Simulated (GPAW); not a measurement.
Input of a GPAW 26.7.0 run:

Contents of run.py:

```python
from ase.dft.bandgap import bandgap
from ase.io import write
from ase.spacegroup import crystal
from ase.units import GPa
from gpaw import GPAW, PW

# Mg 1a
# B 2d
atoms = crystal(['Mg', 'B'],
                basis=[[0.0, 0.0, 0.0],
                       [0.6666666667, 0.3333333333, 0.5]],
                spacegroup=191, setting=1,  # P6/mmm
                cellpar=[3.085, 3.085, 3.523, 90.0, 90.0, 120.0],
                primitive_cell=True)

calc = GPAW(mode=PW(650),
            xc='LDA',
            kpts={'size': (8, 8, 6), 'gamma': True},
            occupations={'name': 'fermi-dirac', 'width': 0.05},
            setups={'Mg': '2'},
            nbands=-9,
            maxiter=120,
            txt='gpaw.txt')
atoms.calc = calc
energy = atoms.get_potential_energy()
forces = atoms.get_forces()
stress = atoms.get_stress()
calc.write('gs.gpw')
write('result.traj', atoms)
print(f'Energy: {energy:.6f} eV')
print('Forces (eV/A):')
print(forces.round(4))
print('Stress (GPa):', (stress / GPa).round(3))
print('Fermi level:', round(calc.get_fermi_level(), 4), 'eV')
print(f'Gap: {bandgap(calc)[0]:.4f} eV, direct: {bandgap(calc, direct=True)[0]:.4f} eV')
```

Potentials or basis: the program's PAW data sets (release 1.2.1) made for this functional, other valence, pw.

Launch:

```bash
$ OMP_NUM_THREADS=1 python run.py
```

Estimate the band gap on the k mesh.

none (metal or under the smearing width).

What does it give for the pressure?

-6.2 GPa.

Stress tensor (GPa, compression positive):
```
-6.34  0.00  0.00
 0.00 -6.34  0.00
 0.00  0.00 -5.92
```

Caveat: the cutoff is short for stress and forces, so pressures can be off by a GPa or more.
